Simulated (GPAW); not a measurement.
Si2Mo, 3 atoms in the cell. Symmetry: I4/mmm, No. 139, tetragonal system. Conventional cell: a = 3.200 Å, b = 3.200 Å, c = 7.861 Å, α = 90.00°, β = 90.00°, γ = 90.00°. Mo (site symmetry 4/mmm) is surrounded by 10 Si at 2.62 Å. Si (site symmetry 4mm) is surrounded by 5 Si at 2.61 to 2.63 Å and 5 Mo at 2.62 Å. 

* Program: GPAW 26.7.0
* Task: band structure
* Functional: PBE
* Potentials or basis: JTH PAW 2.0, PBE
* Cutoff: 600 eV
* Basis: pw
* k mesh: 8 × 8 × 8
* Occupations: fermi-dirac, width 0.05 eV
* Spin: no spin polarisation
* Maxiter: 150
* Band path: GXYSGZS1NPY1Z,XP
* Band points: 80
* Data set: Mo jth, Si jth

Potentials or basis: JTH PAW 2.0, PBE, pw.

The run is started by

```sh
$ OMP_NUM_THREADS=1 python run.py
```

Hardware: 1 thread of Arm Neoverse V1 (shared host).

**Question.** How long does it take, and how much memory?

**Answer.** Wall time 7.9 min on 1 thread of Arm Neoverse V1, on a shared host, peak memory 0.3 GiB. Counts: scf iterations 51, plane waves 1360, bands 23, k points 59.
